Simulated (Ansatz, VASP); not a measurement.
**AlN in VASP and in Ansatz**

```
CELL_PARAMETERS angstrom
3.11000 0.00000 0.00000
-1.55500 2.69334 0.00000
0.00000 0.00000 4.98000
ATOMIC_POSITIONS crystal
Al 0.33333 0.66667 0.00000
Al 0.66667 0.33333 0.50000
N 0.33333 0.66667 0.38200
N 0.66667 0.33333 0.88200
```

Alike in both runs: task relaxation of cell and atoms; functional PBE; k mesh 8 × 8 × 5; no spin polarisation.

```csv
,VASP,Ansatz
version,VASP 6.6.1,Ansatz 0.2.0
potentials or method,"VASP PAW PBE potentials, release 64 (Al, N)","scalar-relativistic, plane waves, PAW"
plane-wave cutoff (eV),600,420
occupations,"gaussian, width 0.01 eV",fixed
valence electrons in the cell,16,16
```

Ansatz gave:

| Item | Value |
| --- | --- |
| gap on the k mesh at the Fermi level, each at its own relaxed structure (eV) | 4.03 |
| relaxed volume (Å³/atom) | 10.64 |
| relaxed cell length with the largest relative difference (Å) | 5.018 |
| energy change over the relaxation (meV/atom) | -3 |

Q: Estimate VASP's values.

A: gap on the k mesh at the Fermi level, each at its own relaxed structure (eV): 4.06; relaxed volume (Å³/atom): 10.62; relaxed cell length with the largest relative difference (Å): 5.013; energy change over the relaxation (meV/atom): -2.

Expect the measured gap to be larger: semilocal functionals such as PBE lack the derivative discontinuity.
